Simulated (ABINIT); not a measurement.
The system is CsSnBr3.

```
Cs Sn Br
1.0
     5.83901    0.00000    0.00000
     0.00000    5.83901    0.00000
     0.00000    0.00000    5.83901
Cs Sn Br
1 1 3
Direct
  0.00000 0.00000 0.00000
  0.50000 0.50000 0.50000
  0.00000 0.50000 0.50000
  0.50000 0.50000 0.00000
  0.50000 0.00000 0.50000
```

The cell is a database's computed one.

Base run:

```yaml
Program: ABINIT 10.8.3 (patched build)
Functional: PBE
Potentials_or_basis: JTH PAW PBE v2.0
Cutoff: 544 eV
k_mesh: 6 × 6 × 6
Occupations: fermi-dirac, width 0.05 eV
Spin: no spin polarisation
```

Its results: band gap on the k mesh 0.50 eV, direct.

Q: After a change of settings the same cell gave: band gap on the k mesh 3.27 eV, direct. Which change was it?
A. functional from PBE to revPBE; k mesh from 6 × 6 × 6 to 5 × 5 × 5
B. functional from PBE to RPBE; k mesh from 6 × 6 × 6 to 5 × 5 × 5
C. k mesh from 6 × 6 × 6 to 3 × 3 × 3
D. functional from PBE to HCTH407; k mesh from 6 × 6 × 6 to 5 × 5 × 5

A: C.

Caveats: spin-orbit coupling is left out, which moves the levels of the heavy elements; an odd mesh through Γ misses points on the zone boundary, where band edges often lie (some runs).
